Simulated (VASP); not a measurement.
The system is Sn.

```
CELL_PARAMETERS angstrom
0.00000 3.23334 3.23334
3.23334 0.00000 3.23334
3.23334 3.23334 0.00000
ATOMIC_POSITIONS crystal
Sn 0.75000 0.75000 0.75000
Sn 0.50000 0.50000 0.50000
```

This isn't the form of Sn at room conditions, which is tetragonal (white tin).

```yaml
Program: VASP 6.6.1
Task: single point
Functional: PBE
Potentials_or_basis: VASP PAW PBE potentials, release 64 (Sn_d)
Cutoff: 520 eV
k_mesh: 7 × 7 × 7
Occupations: fermi-dirac, width 0.05 eV
Spin: no spin polarisation
```

On this cell: pressure 3.8 GPa; largest force zero by symmetry; band gap on the k mesh none (metal or under the smearing width).

The same run follows on a disturbed copy (atoms moved at random, drawn with an rms of 0.05 Å):

```
Sn
1.0
     0.00000    3.23334    3.23334
     3.23334    0.00000    3.23334
     3.23334    3.23334    0.00000
Sn
2
Direct
  0.75132 0.75902 0.76259
  0.49467 0.50900 0.50001
```

**Question.** What changes?

**Answer.** The energy (extrapolated to zero smearing) moves by +11.8 meV/atom; pressure 3.9 GPa; largest force 0.584 eV/Å; band gap on the k mesh none (metal or under the smearing width).

Forces in eV/Å, atoms in the order of the input:
```
Sn  -0.303 -0.484 -0.122
Sn   0.303  0.484  0.122
```

Stress tensor (GPa, compression positive):
```
 3.90 -0.45 -1.51
-0.45  3.84 -0.97
-1.51 -0.97  3.93
```
